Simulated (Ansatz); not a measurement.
# AlN: relaxation and properties

One table from this session's results is given with a row withheld; the runs are named, their logs left out.

Computed with Ansatz 0.2.0 (DFT HSE06, scalar-relativistic, plane waves, PAW, unless a step's input says otherwise).

### The system as given

The structure is cubic, space group Fm-3m (No. 225). Conventional cell: a = 4.069 Å, b = 4.069 Å, c = 4.069 Å, α = 90.00°, β = 90.00°, γ = 90.00°. Al (site symmetry m-3m) has 6 N at 2.03 Å as nearest neighbours. Around N (site symmetry m-3m) lie 6 Al at 2.03 Å.

Coordinates:

```cif
data_structure
_symmetry_space_group_name_H-M 'P 1'
_symmetry_Int_Tables_number 1
_cell_length_a 2.8772
_cell_length_b 2.8772
_cell_length_c 2.8772
_cell_angle_alpha 60.000
_cell_angle_beta 60.000
_cell_angle_gamma 60.000
_cell_volume 16.84
loop_
_atom_site_label
_atom_site_type_symbol
_atom_site_fract_x
_atom_site_fract_y
_atom_site_fract_z
_atom_site_occupancy
Al1 Al 0.50000 0.50000 0.50000 1
N1 N 0.00000 0.00000 0.00000 1
```

The structure comes from the Materials Project (structure only).

Set-up of the first run:

(A quick probe on a coarse mesh, which set the mesh and smearing, is not shown.)

The input, input.yaml:

```yaml
crystal:
  lattice:
    - [0.0, 2.034518, 2.034518]
    - [2.034518, 0.0, 2.034518]
    - [2.034518, 2.034518, 0.0]
  atoms:
    - { symbol: Al, position: [0.5, 0.5, 0.5] }
    - { symbol: "N", position: [0.0, 0.0, 0.0] }
basis:
  ecutwfc: 420
kpoints:
  mp_grid: { grid: [6, 6, 6] }
hamiltonian:
  xc: hse06
scf:
  occupations: { method: gaussian, width: 0.02 }
output:
  forces: true
  stress: true
  eigenvalues: true
  write_density: true
  write_potential: true
  elf: true
  volumetric_format: npy
relax:
  adjacent_minimum: "off"
  f_tol: 0.005
  max_steps: 80
  cell: { stress_tol: 0.05 }
```

The run is started by

```sh
$ ansatz run input.yaml --threads 4 --pin off --max-ram 10240MiB --backend cpu --events-out ev --progress --plain --runs-dir out
```

Among the steps run: Full relaxation; Volume × 0.97; The cell scaled to 1.03 of its volume; Volume × 0.94; Volume × 1.06.

One table of the session follows, with a row left open; its other results are not shown here.

It belongs to the step «Energy against volume». 

| volume (Å³/atom) | energy above the lowest point (meV/atom) | pressure (GPa) | gap on the mesh (eV) |
| --- | --- | --- | --- |
| 7.692 | 28.6 | 19.60 | 6.43 |
| 7.937 | ? | ? | ? |
| 8.183 | 0.0 | 0.00 | 6.14 |
| 8.428 | 6.2 | -7.83 | 5.83 |
| 8.674 | 23.5 | -14.61 | 5.53 |

Q: Estimate the row for volume (Å³/atom) = 7.937 from the others.

Worked estimate for «energy above the lowest point (meV/atom)». A straight line through the neighbours (7.692, 28.6) and (8.183, 0.0) gives 28.6 + (0.0 − 28.6) × (7.937 − 7.692) / (8.183 − 7.692) = 14.3; a parabola fitted to 3 rows on both sides gives 7.5.

As computed: energy above the lowest point (meV/atom): 6.8; pressure (GPa): 9.08; gap on the mesh (eV): 6.47. In «energy above the lowest point (meV/atom)» the line misses by +7.5 and the parabola by +0.7.

Limits of these values: Warnings in the runs' records: stress scf threshold loose, stress exchange threshold loose.
